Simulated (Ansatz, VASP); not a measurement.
BeS in VASP and in Ansatz

```
CELL_PARAMETERS angstrom
0.00000 2.47256 2.47256
2.47256 0.00000 2.47256
2.47256 2.47256 0.00000
ATOMIC_POSITIONS crystal
S 0.75000 0.75000 0.75000
Be 0.00000 0.00000 0.00000
```

Alike in both runs: task single point; functional PBE; k mesh 9 × 9 × 9; occupations fermi-dirac, width 0.05 eV; no spin polarisation.

```csv
,VASP,Ansatz
version,VASP 6.6.1,Ansatz 0.2.0
potentials or method,"VASP PAW PBE potentials, release 64 (S, Be)",Ansatz PAW
plane-wave cutoff (eV),520,420
valence electrons in the cell,8,8
```

```csv
,VASP,Ansatz,Ansatz less VASP
gap on the k mesh at the Fermi level (eV),3.32,3.32,-0.002
least direct gap on the mesh (eV),5.40,5.40,+0.002
pressure (GPa),-3.6,-3.6,-0.01
```

Caveats: an odd mesh through Γ misses points on the zone boundary, where band edges often lie (VASP); odd divisions of the mesh miss points on the zone boundary, where band edges often lie, so the gap on the mesh can be too wide (Ansatz). As with any semilocal functional, this PBE gap is likely too small.
